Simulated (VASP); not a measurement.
# NaHF2 (R-3m) in VASP: single point with PBEsol

Aim: the single point of NaHF2 with PBEsol.

Program: VASP 6.6.1. These are calculated values, not measurements. Logs are shortened: lines on timing, memory, paths and dates and some standing lists are left out, and cuts for length are marked.

## 1. The crystal as given

Symmetry: R-3m, No. 166, trigonal system. The conventional cell has a = 3.490 Å, b = 3.490 Å, c = 13.814 Å, α = 90.00°, β = 90.00°, γ = 120.00°. H (site symmetry -3m) is surrounded by 2 F at 1.14 Å. F (site symmetry 3m) is surrounded by 1 H at 1.14 Å. Na (site symmetry -3m) is surrounded by 6 F at 2.33 Å.

## 2. Single point, PBEsol

The input, INCAR:

```
SYSTEM = NaHF2
PREC = Accurate ; ENCUT = 520
EDIFF = 1E-6 ; ISMEAR = -1
SIGMA = 0.1 ; LREAL = .FALSE.
LASPH = .TRUE. ; NELM = 80
ALGO = Fast ; ISIF = 2
LWAVE = .FALSE. ; LCHARG = .FALSE.
GGA = PS ; NBANDS = 19
```

The input, KPOINTS:

```
regular mesh
0
G
  9 9 9
  0 0 0
```

The input, POSCAR:

```
NaHF2
1.0
    1.7451450000      3.0226780000      0.0000000000
   -1.7451450000      3.0226780000      0.0000000000
    0.0000000000     -2.0151150000      4.6048220000
H F Na
1 2 1
Direct
    0.5000000000      0.5000000000      0.5000000000
    0.4176000000      0.4176000000      0.2528000000
    0.5824000000      0.5824000000      0.7472000000
    0.0000000000      0.0000000000      0.0000000000
```

Potentials or basis: VASP PAW PBE potentials, release 64 (H, F, Na_pv).

Started as:

```sh
cat potpaw_PBE.64/H/POTCAR potpaw_PBE.64/F/POTCAR potpaw_PBE.64/Na_pv/POTCAR > POTCAR
mpirun -np 1 vasp_std > vasp.out
```

OUTCAR:

```text
SYSTEM = NaHF2
   PREC = Accurate
   ENCUT = 520
   EDIFF = 1E-6
   ISMEAR = -1
   LREAL = .FALSE.
   LASPH = .TRUE.
   NELM = 80
   ISIF = 2
   GGA = PS

 ion  position               nearest neighbor table
   1  0.500  0.500  0.500-   2 1.14   3 1.14
   2  0.418  0.418  0.253-   1 1.14   4 2.33   4 2.33   4 2.33
   3  0.582  0.582  0.747-   1 1.14   4 2.33   4 2.33   4 2.33
   4  0.000  0.000  0.000-   3 2.33   3 2.33   2 2.33   2 2.33   2 2.33   3 2.33

  LATTYP: Found a trigonal (rhomboedric) cell.
 ALAT       =     5.0264400844
 COS(alpha) =     0.7589139896

  Lattice vectors:

 A1 = (   1.7451450000,   1.0075630000,   4.6048220000)
 A2 = (  -1.7451450000,   1.0075630000,   4.6048220000)
 A3 = (   0.0000000000,  -2.0151150000,   4.6048220000)

Analysis of symmetry for initial positions (statically):
=====================================================================
 Subroutine PRICEL returns:
 Original cell was already a primitive cell.

 Routine SETGRP: Setting up the symmetry group for a
 trigonal (rhombohedral) supercell.

 Subroutine GETGRP returns: Found 12 space group operations
 (whereof 12 operations were pure point group operations)
 out of a pool of 12 trial point group operations.

The static configuration has the point symmetry D_3d.

Analysis of symmetry for dynamics (positions and initial velocities):
=====================================================================
 Subroutine PRICEL returns:
 Original cell was already a primitive cell.

 Routine SETGRP: Setting up the symmetry group for a
 trigonal (rhombohedral) supercell.

 Subroutine GETGRP returns: Found 12 space group operations
 (whereof 12 operations were pure point group operations)
 out of a pool of 12 trial point group operations.

The dynamic configuration has the point symmetry D_3d.

 Subroutine INISYM returns: Found 12 space group operations
 (whereof 12 operations are pure point group operations),
 and found     1 'primitive' translations

----------------------------------------------------------------------------------------

                                     Primitive cell

  volume of cell :      48.5810

  direct lattice vectors                    reciprocal lattice vectors
     1.745145000  3.022678000  0.000000000     0.286509144  0.165416230  0.072387755
    -1.745145000  3.022678000  0.000000000    -0.286509144  0.165416230  0.072387755
     0.000000000 -2.015115000  4.604822000     0.000000000  0.000000000  0.217163660

  length of vectors
     3.490288435  3.490288435  5.026437517     0.338659129  0.338659129  0.217163660

  position of ions in fractional coordinates (direct lattice)
     0.500000000  0.500000000  0.500000000
     0.417600000  0.417600000  0.252800000
     0.582400000  0.582400000  0.747200000
     0.000000000  0.000000000  0.000000000

  ion indices of the primitive-cell ions
   primitive index   ion index
                 1           1
                 2           2
                 3           3
                 4           4

----------------------------------------------------------------------------------------

 KPOINTS: regular mesh

Automatic generation of k-mesh.
 Grid dimensions read from file:
 generate k-points for:    9    9    9

 Generating k-lattice:

  Cartesian coordinates                     Fractional coordinates (reciprocal lattice)
     0.031834349  0.018379581  0.008043084     0.111111111  0.000000000  0.000000000
    -0.031834349  0.018379581  0.008043084     0.000000000  0.111111111  0.000000000
     0.000000000  0.000000000  0.024129296     0.000000000  0.000000000  0.111111111

  Length of vectors
     0.037628792  0.037628792  0.024129296

  Shift w.r.t. Gamma in fractional coordinates (k-lattice)
     0.000000000  0.000000000  0.000000000

 Subroutine IBZKPT returns following result:
 ===========================================

 Found     85 irreducible k-points:

 Following reciprocal coordinates:
            Coordinates               Weight
  0.000000  0.000000  0.000000      1.000000
  0.111111  0.000000  0.000000      6.000000
  0.222222  0.000000  0.000000      6.000000
  0.333333  0.000000  0.000000      6.000000
  0.444444  0.000000  0.000000      6.000000
  0.111111  0.111111  0.000000      6.000000
[... 16 lines left out ...]
 -0.333333  0.333333  0.000000      6.000000
  0.444444  0.444444  0.000000      6.000000
 [... further k-points ...]
   k-points           NKPTS =     85   k-points in BZ     NKDIM =     85   number of bands    NBANDS=     19
   number of dos      NEDOS =    301   number of ions     NIONS =      4
   total plane-waves  NPLWV =  31360
   dimension x,y,z NGX =    28 NGY =   28 NGZ =   40
   dimension x,y,z NGXF=    56 NGYF=   56 NGZF=   80
   ions per type =               1   2   1
   NGX,Y,Z   is equivalent  to a cutoff of  13.34, 13.34, 13.23 a.u.
   NGXF,Y,Z  is equivalent  to a cutoff of  26.67, 26.67, 26.46 a.u.
 SYSTEM =  NaHF2
   PREC   = accura    normal or accurate (medium, high low for compatibility)
   ISTART =      0    job   : 0-new  1-cont  2-samecut
   ICHARG =      2    charge: 1-file 2-atom 10-const
   ISPIN  =      1    spin polarized calculation?
   LNONCOLLINEAR =      F non collinear calculations
   LSORBIT =      F    spin-orbit coupling
   LASPH  =      T    aspherical Exc in radial PAW
   ENCUT  =  520.0 eV  38.22 Ry    6.18 a.u.   6.49  6.49  9.35*2*pi/ulx,y,z
   NELM   =     80;   NELMIN=  2; NELMDL= -5     # of ELM steps
   EDIFF  = 0.1E-05   stopping-criterion for ELM
   LREAL  =      F    real-space projection
   EDIFFG = 0.1E-04   stopping-criterion for IOM
   NSW    =      0    number of steps for IOM
   IBRION =     -1    ionic relax: 0-MD 1-quasi-New 2-CG
   NFREE  =      0    steps in history (QN), initial steepest desc. (CG)
   ISIF   =      2    stress and relaxation
   ISYM   =      2    0-nonsym 1-usesym 2-fastsym
   POTIM  = 0.5000    time-step for ionic-motion
   TEBEG  =    0.0;   TEEND  =   0.0 temperature during run
   PSTRESS=    0.0 pullay stress
   NELECT =      22.0000    total number of electrons
   NUPDOWN=      -1.0000    fix difference up-down
   EMIN   =  10.00;   EMAX   =-10.00  energy-range for DOS
   EFERMI =   0.00;   METHOD = LEGACY
   ISMEAR =    -1;   SIGMA  =   0.10  broadening in eV -4-tet -1-fermi 0-gaus
   EFERMI_NEDOS =   21; number of points for ismear=-14 and -15
   IALGO  =     68    algorithm
   IMIX   =      4    mixing-type and parameters
     AMIX     =   0.40;   BMIX     =  1.00
     AMIX_MAG =   1.60;   BMIX_MAG =  1.00
  volume/ion in A,a.u.               =      12.15        81.96
  Fermi-wavevector in a.u.,A,eV,Ry     =   1.257169  2.375705 21.503651  1.580474
  Thomas-Fermi vector in A             =   2.390841
   LORBIT       =      0    0 simple, 1 ext, 2 COOP (PROOUT), +10 PAW based schemes
   GGA     = PS    functional components
   LHFCALC =     F    Hartree Fock is set to
   AEXX    =    0.0000 exact exchange contribution
   IVDW    =     0    specifies the selected vdW correction
   LEPSILON=     F    determine dielectric tensor
   LRPA    =     F    only Hartree local field effects (RPA)
 non-spin polarized calculation
 RMM-DIIS sequential band-by-band and
  energy-cutoff  :      520.00
  volume of cell :       48.58
 maximum number of plane-waves:      1328
 NGX is ok and might be reduce to    28
   NGX = 13   NGY = 13   NGZ = 19

 number of electron      22.0000009 magnetization

 Free energy of the ion-electron system (eV)
  ---------------------------------------------------
  ext. energy  EPLUGINS =         0.00000000
  ---------------------------------------------------
  free energy    TOTEN  =       -17.70111013 eV

  energy without entropy =      -17.70111013  energy(sigma->0) =      -17.70111013

 E-fermi :  -1.7433     XC(G=0):  -8.1120

 val. band max:       -4.0025871224   @ k =   0.0000   0.0000   0.4444
 cond. band min:       2.8443744002   @ k =   0.0000   0.0000   0.0000
 fundamental gap:      6.8469615226
 Fermi energy:        -1.7432907931

 k-point     1 :       0.0000    0.0000    0.0000
  band No.  band energies     occupation
      1     -24.3889      2.00000
      2     -23.2934      2.00000
      3     -22.3459      2.00000
      4     -22.3459      2.00000
      5     -22.1381      2.00000
      6      -8.9284      2.00000
[... 11 lines left out ...]
     18      16.9056      0.00000
     19      16.9134      0.00000

 k-point     2 :       0.1111    0.0000    0.0000
  band No.  band energies     occupation
      1     -24.3902      2.00000
      2     -23.2721      2.00000
      3     -22.3479      2.00000
      4     -22.3382      2.00000
      5     -22.1605      2.00000
      6      -8.8896      2.00000
[... 11 lines left out ...]
     18      15.9928      0.00000
     19      16.6312      0.00000

 k-point     3 :       0.2222    0.0000    0.0000
  band No.  band energies     occupation
      1     -24.3937      2.00000
      2     -23.2139      2.00000
      3     -22.3529      2.00000
      4     -22.3208      2.00000
      5     -22.2195      2.00000
      6      -8.7893      2.00000
[... 11 lines left out ...]
     18      15.1003      0.00000
     19      16.1649      0.00000

 k-point     4 :       0.3333    0.0000    0.0000
  band No.  band energies     occupation
      1     -24.3976      2.00000
      2     -23.1366      2.00000
      3     -22.3586      2.00000
      4     -22.3288      2.00000
      5     -22.2692      2.00000
      6      -8.6709      2.00000
[... 407 lines left out ...]
     18      15.6298      0.00000
     19      16.4024      0.00000

 k-point    23 :      -0.3333    0.3333    0.0000
  band No.  band energies     occupation
      1     -24.3212      2.00000
      2     -23.2602      2.00000
      3     -22.3852      2.00000
      4     -22.3162      2.00000
      5     -22.1961      2.00000
      6      -8.5038      2.00000
[... 11 lines left out ...]
     18      15.3185      0.00000
     19      16.2112      0.00000

 k-point    24 :       0.4444    0.4444    0.0000
  band No.  band energies     occupation
      1     -24.2610      2.00000
      2     -23.3911      2.00000
      3     -22.3862      2.00000
      4     -22.3626      2.00000
      5     -22.0861      2.00000
      6      -8.4748      2.00000
[... 11 lines left out ...]
     18      15.6550      0.00000
     19      16.1272      0.00000

 [... further k-points ...]

------------------------ aborting loop because EDIFF is reached ----------------------------------------

  FORCE on cell =-STRESS in cart. coord.  units (eV):
  Direction    XX          YY          ZZ          XY          YZ          ZX
  --------------------------------------------------------------------------------------
  -------------------------------------------------------------------------------------
  Total       -0.2058509     -0.2058506      0.1887492      0.0000000      0.0000002      0.0000000
  in kB       -6.7888633     -6.7888552      6.2248581      0.0000000      0.0000050      0.0000000
  external PRESSURE =      -2.4509535 kB  Pullay stress =       0.0000000 kB

 VOLUME and BASIS-vectors are now :
 -----------------------------------------------------------------------------
  energy-cutoff  :      520.00
  volume of cell :       48.58
      direct lattice vectors                 reciprocal lattice vectors
     1.745145000  3.022678000  0.000000000     0.286509144  0.165416230  0.072387755
    -1.745145000  3.022678000  0.000000000    -0.286509144  0.165416230  0.072387755
     0.000000000 -2.015115000  4.604822000     0.000000000  0.000000000  0.217163660

 POSITION                                       TOTAL-FORCE (eV/Angst)
 -----------------------------------------------------------------------------------
      0.00000      2.01512      2.30241        -0.000000     -0.000000      0.000000
      0.00000      2.01512      1.16410         0.000000     -0.000000     -0.226464
      0.00000      2.01512      3.44072         0.000000      0.000000      0.226464
      0.00000      0.00000      0.00000         0.000000     -0.000000      0.000000
 -----------------------------------------------------------------------------------
    total drift:                               -0.000000     -0.000000      0.000000

  FREE ENERGIE OF THE ION-ELECTRON SYSTEM (eV)
  ---------------------------------------------------
  free  energy   TOTEN  =       -17.7011101315 eV

  energy  without entropy=      -17.7011101312  energy(sigma->0) =      -17.70111013
```

It took 45 s on 1 thread of Intel Xeon 6975P-C (Granite Rapids), shared host; peak memory 0.2 GiB.

What came out:

```
Free energy            : -17.7011 eV
Pressure               : -0.2 GPa
Largest force          : 0.226 eV/Å
Band gap on the k mesh : 6.85 eV, indirect (least direct gap 7.02 eV)
```

Forces in eV/Å, atoms in the order of the input:
```
H    0.000  0.000  0.000
F    0.000  0.000 -0.226
F    0.000  0.000  0.226
Na   0.000  0.000  0.000
```

Stress tensor (GPa, compression positive):
```
-0.68  0.00  0.00
 0.00 -0.68  0.00
 0.00  0.00  0.62
```

Caveat: the PAW data sets were made with another functional, which shifts forces and pressure a little; an odd mesh through Γ misses points on the zone boundary, where band edges often lie.
